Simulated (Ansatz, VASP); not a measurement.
One calculation of AlN, two programs

```xyz
2
Lattice="2.5855 0.0000 0.0000 0.0000 2.5855 0.0000 0.0000 0.0000 2.5855" Properties=species:S:1:pos:R:3 pbc="T T T"
Al    0.0000    0.0000    0.0000
N     1.2927    1.2927    1.2927
```

The cell was built by a generator and needn't be a form met in nature.

Alike in both runs: task single point; functional HSE06; k mesh 4 × 4 × 4; occupations fermi-dirac, width 0.02 eV; no spin polarisation.

|  | VASP | Ansatz |
| --- | --- | --- |
| version | VASP 6.6.1 | Ansatz 0.2.0 |
| potentials or method | VASP PAW PBE potentials, release 64 (Al, N) | plane waves, PAW |
| plane-wave cutoff (eV) | 520 | 420 |
| valence electrons in the cell | 8 | 8 |

```tsv
	VASP	Ansatz	Ansatz less VASP
pressure (GPa)	-3.3	-3.4	-0.11
```

Ansatz warned: «stress_exchange_threshold_loose».

Caveats: the k mesh is coarse (spacing up to 0.61 Å⁻¹), so the values aren't converged, least of all with exact exchange; the PAW data sets were made with another functional, which shifts forces and pressure a little (VASP). A k mesh can miss the band edges.
